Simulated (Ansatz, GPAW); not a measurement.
# 2H-NbOSe under honeycomb BP, AB in an electric field, part 3 of 3

Aim: the dipole that a field along the normal induces in 2H-NbOSe under honeycomb BP, AB.

GPAW 26.7.0 and Ansatz 0.2.0; Ansatz plane waves; layer without images along its normal, relaxation of atoms and in-plane cell, with D3(BJ) dispersion (the session's first sound run).

So far. Step 5 (Field on): The dipole is now -0.0337 e Å, against 0.0062 in the run without a field. Step 8 (In a field): The dipole is now 0.0445 e Å, against 0.0062 in the run without a field.

## Step 9: Field on (continued)

Level of this step: GPAW, PAW setups; slab in vacuum (GPAW).

Table of electrostatic potential energy of an electron (without an applied field's), less the Fermi level, planar mean by z:

z (Å), electrostatic potential energy of an electron (without an applied field's), less the Fermi level, planar mean (eV) and a bar from the least value:
```
      0.0        5.2 #############################
      0.5        6.1 ##############################
      1.0        6.1 ##############################
      1.5        6.1 ##############################
      2.0        6.1 ##############################
      2.5        6.1 ##############################
      3.0        6.1 ##############################
      3.5        6.1 ##############################
      4.0        6.1 ##############################
      4.5        6.1 ##############################
      5.0        6.1 ##############################
      5.5        6.1 ##############################
      6.0        6.1 ##############################
      6.5        6.0 ##############################
      7.0        5.9 ##############################
      7.5        5.4 #############################
      8.0        3.1 ###########################
      8.5       -6.1 #################
      9.0      -21.1 
      9.5       -7.8 ###############
     10.0       -4.6 ##################
     10.5      -16.7 #####
     11.0      -20.6 #
     11.5      -11.4 ###########
     12.0       -7.1 ###############
     12.5        3.1 ###########################
     13.0        4.5 ############################
     13.5        3.3 ###########################
     14.0       -2.1 #####################
     14.5      -18.8 ###
     15.0      -21.1 
     15.5       -3.4 ####################
     16.0        2.5 ##########################
     16.5        3.9 ############################
     17.0        4.3 ############################
     17.5        4.3 ############################
     18.0        4.3 ############################
     18.5        4.3 ############################
     19.0        4.3 ############################
     19.5        4.3 ############################
     20.0        4.3 ############################
     20.5        4.3 ############################
     21.0        4.3 ############################
     21.5        4.3 ############################
     22.0        4.3 ############################
     22.5        4.3 ############################
     23.0        4.3 ############################
     23.5        4.5 ############################
```

The dipole is now 0.0839 e Å, against 0.0062 in the run without a field.

## Step 10: Field on

run.py reads:

```python
import json
import numpy as np
from ase import Atoms
from gpaw import GPAW, PW
from gpaw.external import ConstantElectricField

slab = Atoms(
    ['Se', 'Nb', 'O', 'P', 'B'],
    positions=[
        [0.00000, 1.84842, 9.00000],
        [0.00000, 0.00000, 10.82251],
        [0.00000, 1.84842, 11.81854],
        [0.00000, 0.00000, 14.76965],
        [1.60078, 0.92421, 14.78568]],
    cell=[[3.20156, -0.0, -0.0], [-1.60078, 2.77263, -0.0], [-0.0, -0.0, 23.7857]],
    pbc=[True, True, False])

slab.calc = GPAW(mode=PW(500), xc='PBE', kpts={'size': (12, 12, 1), 'gamma': True},
                 occupations={'name': 'fermi-dirac', 'width': 0.05}, nbands='140%',
                 convergence={'density': 1e-05}, maxiter=200,
                 poissonsolver={'dipolelayer': 'xy'},
                 external=ConstantElectricField(0.3, [0, 0, 1]),
                 symmetry={'tolerance': 1e-3}, txt='slab.txt')
result = {}
energy = slab.get_potential_energy()
fermi = slab.calc.get_fermi_level()
v = slab.calc.get_electrostatic_potential().mean((0, 1)) - fermi
n = slab.calc.get_pseudo_density().mean((0, 1))
L = slab.cell[2, 2]
z = np.arange(len(v)) * L / len(v)
low, high = slab.positions[:, 2].min(), slab.positions[:, 2].max()
below, above = np.interp([low - 6.8, high + 6.8], z, v)
slopes = [np.interp(x, z, np.gradient(v, z)) for x in (low - 6.8, high + 6.8)]
eps = np.array([[slab.calc.get_eigenvalues(k, s) for k in range(len(slab.calc.get_ibz_k_points()))]
                for s in range(slab.calc.get_number_of_spins())]) - fermi
top, bottom = eps[eps < 0].max(), eps[eps > 0].min()
dipole = slab.get_dipole_moment()[2]
print(f'energy {energy:.4f} eV, Fermi level {fermi:.4f} eV, dipole {dipole:.5f} e A')
print(f'potential 6.8 A off the faces, from the Fermi level: lower {below:.4f} eV, upper {above:.4f} eV')
print(f'slope of the potential there: lower {slopes[0]:.5f}, upper {slopes[1]:.5f} eV/A')
print(f'nearest levels on the mesh: {top:.4f} and {bottom:.4f} eV')
print('magnetic moment', round(slab.get_magnetic_moment(), 3))
result.update(energy=energy, fermi=fermi, dipole=dipole, below=below, above=above, slopes=slopes, edges=[top, bottom],
              z=z.tolist(), v=v.tolist(), n=n.tolist(), positions=slab.positions.tolist(),
              forces=slab.get_forces(apply_constraint=False).tolist(), moments=slab.get_magnetic_moments().tolist())
json.dump(result, open('result.json', 'w'))
```

Launch:

```sh
$ OMP_NUM_THREADS=1 OPENBLAS_NUM_THREADS=1 python run.py
```

What it wrote:

```text
energy -35.2039 eV, Fermi level -0.6942 eV, dipole 0.12335 e A
potential 6.8 A off the faces, from the Fermi level: lower 6.4619 eV, upper 3.9447 eV
slope of the potential there: lower 0.00068, upper 0.00095 eV/A
nearest levels on the mesh: -0.0121 and 0.0044 eV
magnetic moment 0.0
```

Wall time 4.5 min (1 thread of Arm Neoverse V1, shared host); peak memory 0.57 GiB.

The dipole is now 0.123 e Å, against 0.0062 in the run without a field.

## Step 11: The series

The members are put on one axis.

This step: induced dipole against applied field (GPAW 26.7.0).

Dipole along the normal against field:

| field (V/Å) | dipole along the normal (e·Å) |
| --- | --- |
| -0.200 | -0.0723 |
| -0.100 | -0.0337 |
| -0.050 | -0.0142 |
| 0.000 | 0.00621 |
| 0.050 | 0.0249 |
| 0.100 | 0.0445 |
| 0.200 | 0.0839 |
| 0.300 | 0.123 |

## Step 12: Outcome

```yaml
work_function_upper_and_lower_face: 5.146 and 5.257 eV
dipole_along_the_normal: 0.00621 e Å
induced_dipole_per_field: 0.391 e Å per V/Å
out_of_plane_polarisability_per_area_alpha_eps_0_a: 7.98 Å
```

**Reading.** The field induces 0.391 e Å per V/Å, a polarisable thickness α/(ε0 A) of 7.98 Å beside 5.79 Å between the outermost nuclei. A perfect conductor would give the distance between its two image planes; a dielectric of thickness t gives t(1 - 1/ε). The two faces differ by 0.11 eV, the step that the slab's dipole makes (e p/(ε0 A) gives 0.13 eV), so the dipole layer is needed. The induced dipole is linear in the field over this range. The layers' spacing was relaxed with a D3(BJ) dispersion term, which the later single points do not need. The two layers were forced onto one 1×1 cell, so each is strained from its own lattice constant, in some pairs by much; the numbers describe this forced stack. The cell holds an odd number of electrons, so without spin polarisation it must come out metallic and without a moment, whatever its true state. The layer's cell and atoms come from the relaxation; spin-orbit coupling and temperature are left out.

[Logs are printed without paths, hosts, clocks, repeated set-up lines and the standing remarks that a program may print on its own settings, such as how far it seeks lower states.]

[Hosts, paths, dates, database ids (printed as entryN), source tags and the programs' standing remarks are cut or masked in the printed files.]
